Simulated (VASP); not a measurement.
# Be (P6_3/mmc) in VASP: phonons with LDA

Aim: the phonons of Be with LDA.

All numbers are computed with VASP 6.6.1; they aren't measurements. Logs are shortened: lines on timing, memory, paths and dates and some standing lists are left out, and cuts for length are marked.

**1. The crystal as given**

Symmetry: P6_3/mmc, No. 194, hexagonal system. Conventional cell: a = 2.285 Å, b = 2.285 Å, c = 3.584 Å, α = 90.00°, β = 90.00°, γ = 120.00°. Be (site symmetry -6m2) has 12 Be at 2.23 to 2.29 Å as nearest neighbours.

**2. Phonons, LDA**

Contents of POSCAR:

```
Be
1.0
    2.2853000000      0.0000000000      0.0000000000
   -1.1426500000      1.9791278600      0.0000000000
    0.0000000000      0.0000000000      3.5842000000
Be
2
Direct
    0.3333333300      0.6666666700      0.2500000000
    0.6666666700      0.3333333300      0.7500000000
```

Contents of INCAR.step1:

```
ALGO     = Normal         # electronic algorithm
EDIFF    = 1E-8           # SCF threshold, eV
EDIFFG   = -0.002         # ionic threshold
ENCUT    = 600            # plane-wave cutoff, eV
IBRION   = 2              # ionic algorithm
ISIF     = 3              # what is computed and relaxed
ISMEAR   = 0              # smearing method
LASPH    = True           # aspherical terms in the spheres
LCHARG   = False          # write CHGCAR
LREAL    = False          # projectors in reciprocal space
LWAVE    = False          # write WAVECAR
NELM     = 80             # most SCF steps
NSW      = 40             # ionic steps
PREC     = Accurate       # precision mode
SIGMA    = 0.1            # smearing width, eV
```

Contents of INCAR.step2:

```
ALGO     = Normal         # electronic algorithm
EDIFF    = 1E-8           # SCF threshold, eV
ENCUT    = 600            # plane-wave cutoff, eV
IBRION   = 8              # ionic algorithm
ISIF     = 2              # what is computed and relaxed
ISMEAR   = 0              # smearing method
LASPH    = True           # aspherical terms in the spheres
LCHARG   = False          # write CHGCAR
LREAL    = False          # projectors in reciprocal space
LWAVE    = False          # write WAVECAR
NELM     = 80             # most SCF steps
NSW      = 1              # ionic steps
PREC     = Accurate       # precision mode
SIGMA    = 0.1            # smearing width, eV
```

Contents of KPOINTS:

```
k-points
0
Gamma
  21 21 12
```

Potentials or basis: VASP PAW LDA potentials, release 64 (Be).

Command:

```bash
cat potpaw_LDA.64/Be/POTCAR > POTCAR
cp INCAR.step1 INCAR
mpirun -np 1 vasp_std > vasp.out
cp CONTCAR POSCAR
cp INCAR.step2 INCAR
mpirun -np 1 vasp_std > vasp.out
```

OUTCAR:

```text
EDIFF = 1E-8
   ENCUT = 600
   IBRION = 8
   ISIF = 2
   ISMEAR = 0
   LASPH = True
   LREAL = False
   NELM = 80
   NSW = 1
   PREC = Accurate

 ion  position               nearest neighbor table
   1  0.333  0.667  0.250-   2 2.18   2 2.18   2 2.18   2 2.18   2 2.18   2 2.18
   2  0.667  0.333  0.750-   1 2.18   1 2.18   1 2.18   1 2.18   1 2.18   1 2.18

  LATTYP: Found a hexagonal cell.
 ALAT       =     2.2288661848
 C/A-ratio  =     1.5792984013

  Lattice vectors:

 A1 = (   2.2288661848,   0.0000000000,   0.0000000000)
 A2 = (  -1.1144330924,   1.9302547420,   0.0000000000)
 A3 = (   0.0000000000,   0.0000000000,   3.5200448024)

Analysis of symmetry for initial positions (statically):
=====================================================================
 Subroutine PRICEL returns:
 Original cell was already a primitive cell.

 Routine SETGRP: Setting up the symmetry group for a
 hexagonal supercell.

 Subroutine GETGRP returns: Found 24 space group operations
 (whereof 12 operations were pure point group operations)
 out of a pool of 24 trial point group operations.

The static configuration has the point symmetry D_3d.
 The point group associated with its full space group is D_6h.

Analysis of symmetry for dynamics (positions and initial velocities):
=====================================================================
 Subroutine PRICEL returns:
 Original cell was already a primitive cell.

 Routine SETGRP: Setting up the symmetry group for a
 hexagonal supercell.

 Subroutine GETGRP returns: Found 24 space group operations
 (whereof 12 operations were pure point group operations)
 out of a pool of 24 trial point group operations.

The dynamic configuration has the point symmetry D_3d.
 The point group associated with its full space group is D_6h.

 Subroutine INISYM returns: Found 24 space group operations
 (whereof 12 operations are pure point group operations),
 and found     1 'primitive' translations

----------------------------------------------------------------------------------------

                                     Primitive cell

  volume of cell :      15.1442

  direct lattice vectors                    reciprocal lattice vectors
     2.228866185  0.000000000  0.000000000     0.448658608  0.259033168  0.000000000
    -1.114433092  1.930254742  0.000000000     0.000000000  0.518066335  0.000000000
     0.000000000  0.000000000  3.520044802     0.000000000  0.000000000  0.284087293

  length of vectors
     2.228866185  2.228866189  3.520044802     0.518066336  0.518066335  0.284087293

  position of ions in fractional coordinates (direct lattice)
     0.333333330  0.666666670  0.250000000
     0.666666670  0.333333330  0.750000000

  ion indices of the primitive-cell ions
   primitive index   ion index
                 1           1
                 2           2

----------------------------------------------------------------------------------------

 KPOINTS: k-points

Automatic generation of k-mesh.
 Grid dimensions read from file:
 generate k-points for:   21   21   12

 Generating k-lattice:

  Cartesian coordinates                     Fractional coordinates (reciprocal lattice)
     0.021364696  0.012334913  0.000000000     0.047619048 -0.000000000  0.000000000
     0.000000000  0.024669825  0.000000000     0.000000000  0.047619048  0.000000000
     0.000000000  0.000000000  0.023673941     0.000000000  0.000000000  0.083333333

  Length of vectors
     0.024669826  0.024669825  0.023673941

  Shift w.r.t. Gamma in fractional coordinates (k-lattice)
     0.000000000  0.000000000  0.000000000
[... 80 lines left out ...]
   LEPSILON=     F    determine dielectric tensor
   LRPA    =     F    only Hartree local field effects (RPA)
 non-spin polarized calculation
 Gauss-broadening in eV      SIGMA  =   0.10
  energy-cutoff  :      600.00
  volume of cell :       15.14
 maximum number of plane-waves:       537
 NGX is ok and might be reduce to    18
   NGX =  9   NGY =  9   NGZ = 15

--------------------------------------- Ionic step        1  -------------------------------------------

 number of electron       4.0000000 magnetization

 Free energy of the ion-electron system (eV)
  ---------------------------------------------------
  ext. energy  EPLUGINS =         0.00000000
  ---------------------------------------------------
  free energy    TOTEN  =        -8.41661457 eV

  energy without entropy =       -8.41521612  energy(sigma->0) =       -8.41591534

 E-fermi :   7.1619     XC(G=0): -10.7642

 val. band max:        7.1500987483   @ k =   0.3333   0.0476   0.0000
 cond. band min:       7.1973997594   @ k =   0.3333   0.2857   0.0833
 fundamental gap:      0.0473010111
 Fermi energy:         7.1618816047

 k-point     1 :       0.0000    0.0000    0.0000
  band No.  band energies     occupation
      1      -4.3098      2.00000
      2       2.5005      2.00000
      3       8.4530      0.00000
      4      23.4633      0.00000
      5      23.4633      0.00000
      6      26.3672      0.00000
[... 199 lines left out ...]
 k-point    24 :       0.1905    0.0952    0.0000
  band No.  band energies     occupation
      1      -2.4794      2.00000
      2       4.9501      2.00000
      3       8.6149      0.00000
      4      15.6376      0.00000
      5      17.9759      0.00000
      6      23.7526      0.00000

 [... further k-points ...]
[... 5 lines left out ...]
  --------------------------------------------------------------------------------------
  -------------------------------------------------------------------------------------
  Total        0.0012379      0.0012379      0.0010591     -0.0000000      0.0000000      0.0000000
  in kB        0.1309585      0.1309585      0.1120513     -0.0000000      0.0000000      0.0000000
  external PRESSURE =       0.1246561 kB  Pullay stress =       0.0000000 kB

 VOLUME and BASIS-vectors are now :
 -----------------------------------------------------------------------------
  energy-cutoff  :      600.00
  volume of cell :       15.14
      direct lattice vectors                 reciprocal lattice vectors
     2.228866185  0.000000000  0.000000000     0.448658608  0.259033168  0.000000000
    -1.114433092  1.930254742  0.000000000     0.000000000  0.518066335  0.000000000
     0.000000000  0.000000000  3.520044802     0.000000000  0.000000000  0.284087293

 POSITION                                       TOTAL-FORCE (eV/Angst)
 -----------------------------------------------------------------------------------
     -0.00000      1.28684      0.88001         0.000000     -0.000000      0.000000
      1.11443      0.64342      2.64003         0.000000      0.000000      0.000000
 -----------------------------------------------------------------------------------
    total drift:                                0.000000     -0.000000      0.000000

  FREE ENERGIE OF THE ION-ELECTRON SYSTEM (eV)
  ---------------------------------------------------
  free  energy   TOTEN  =        -8.4166145670 eV

  energy  without entropy=       -8.4152161220  energy(sigma->0) =       -8.41591534

[... ionic steps 2 to 3 ...]

--------------------------------------- Ionic step        4  -------------------------------------------

------------------------ aborting loop because EDIFF is reached ----------------------------------------

[... ionic steps 5 to 5 ...]

--------------------------------------- Ionic step        6  -------------------------------------------

 Free energy of the ion-electron system (eV)
  ---------------------------------------------------
  ---------------------------------------------------
  free energy    TOTEN  =        -0.01586918 eV

  energy without entropy =       -0.01586918

------------------------ aborting loop because EDIFF is reached ----------------------------------------

 INTERNAL STRAIN TENSOR  FOR ION    1  DIRECTION 3   (eV/Angst):
 -----------------------------------------------------------------------------
     0.00450  0.00000  0.00000
     0.00000  0.00450 -0.00000
     0.00000  0.00000 -0.00903

 INTERNAL STRAIN TENSOR FOR ION    2 for displacements in x,y,z  (eV/Angst):
          X           Y           Z          XY          YZ          ZX
  --------------------------------------------------------------------------------
  x    -0.00000     0.00000     0.00000     3.34421     0.00000     0.00000
  y     3.34421    -3.34421     0.00000     0.00000     0.00000     0.00000
  z     0.00000    -0.00000     0.00000     0.00000     0.00000     0.00000

 SECOND DERIVATIVES (NOT SYMMETRIZED)
 ------------------------------------
               1X          1Y          1Z          2X          2Y          2Z
  1X    -3.712781    0.000000    0.000000    3.712781   -0.000000    0.000000
  1Y     0.000000   -3.712781    0.000000    0.000000    3.712781    0.000000
  1Z     0.000000    0.000000   -8.436342    0.000000    0.000000    8.436342
  2X     3.712781   -0.000000    0.000000   -3.712781    0.000000    0.000000
  2Y     0.000000    3.712781    0.000000    0.000000   -3.712781    0.000000
  2Z     0.000000    0.000000    8.436342    0.000000    0.000000   -8.436342

 Eigenvectors and eigenvalues of the dynamical matrix
 ----------------------------------------------------

   1 f  =   21.389869 THz   134.396512 2PiTHz  713.489236 cm-1    88.461351 meV
             X         Y         Z           dx          dy          dz
     -0.000000  1.286837  0.880011     0.000000    0.000000   -0.707107
      1.114433  0.643418  2.640034     0.000000    0.000000    0.707107
[... 16 lines left out ...]
   5 f  =    0.000000 THz     0.000000 2PiTHz    0.000000 cm-1     0.000000 meV
             X         Y         Z           dx          dy          dz
     -0.000000  1.286837  0.880011     0.000000    0.000000    0.707107
      1.114433  0.643418  2.640034     0.000000    0.000000    0.707107

   6 f/i=    0.000000 THz     0.000000 2PiTHz    0.000003 cm-1     0.000000 meV
             X         Y         Z           dx          dy          dz
     -0.000000  1.286837  0.880011     0.176901    0.684621    0.000000
      1.114433  0.643418  2.640034     0.176901    0.684621    0.000000

--------------------------------------------------------------------------------------------------------

 ELASTIC MODULI CONTR FROM IONIC RELAXATION (kBar)
 Direction    XX          YY          ZZ          XY          YZ          ZX
 --------------------------------------------------------------------------------
 XX        -318.6768    318.6768      0.0000     -0.0000     -0.0000      0.0000
 YY         318.6768   -318.6768      0.0000      0.0000      0.0000      0.0000
 ZZ           0.0000      0.0000      0.0000      0.0000      0.0000      0.0000
 XY          -0.0000      0.0000      0.0000   -318.6768      0.0000      0.0000
 YZ          -0.0000      0.0000      0.0000     -0.0000     -0.0000      0.0000
 ZX           0.0000      0.0000      0.0000      0.0000      0.0000      0.0000
 --------------------------------------------------------------------------------
```

It took 1.8 min on 1 thread of Intel Xeon 6975P-C (Granite Rapids), shared host; peak memory 0.44 GiB.

Results:

| Quantity | Value |
| --- | --- |
| Relaxed volume | 7.57 Å³/atom |
| Relaxed cell | a = 2.229 Å, b = 2.229 Å, c = 3.520 Å, α = 90.00°, β = 90.00°, γ = 120.00° |
| Space group after relaxing (to 0.05 Å) | P6_3/mmc (No. 194) |
| Highest phonon frequency at Γ | 713 cm⁻¹ |

The path:
| step | energy change (eV) | largest force (eV/Å) | pressure (GPa) | volume (Å³) |
| --- | --- | --- | --- | --- |
| 1 | 0.0000 | 0.0000 | -7.90 | 16.21 |
| 2 | -0.0272 | 0.0000 | -1.19 | 15.29 |
| 3 | -0.0277 | 0.0000 | 0.01 | 15.15 |
| 4 | -0.0277 | 0.0000 | 0.18 | 15.13 |
| 5 | -0.0279 | 0.0000 | 0.15 | 15.13 |
| 6 | -0.0279 | 0.0000 | 0.15 | 15.13 |
| 7 | -0.0279 | 0.0000 | 0.01 | 15.14 |

Final structure:
```
Be
1.0
     2.22887    0.00000    0.00000
    -1.11443    1.93025    0.00000
     0.00000    0.00000    3.52004
Be
2
Direct
  0.33333 0.66667 0.25000
  0.66667 0.33333 0.75000
```

Phonon frequencies in cm⁻¹ (negative: imaginary):
```csv
q point,frequencies
"(0.000, 0.000, 0.000)",0 0 0 473 473 713
```
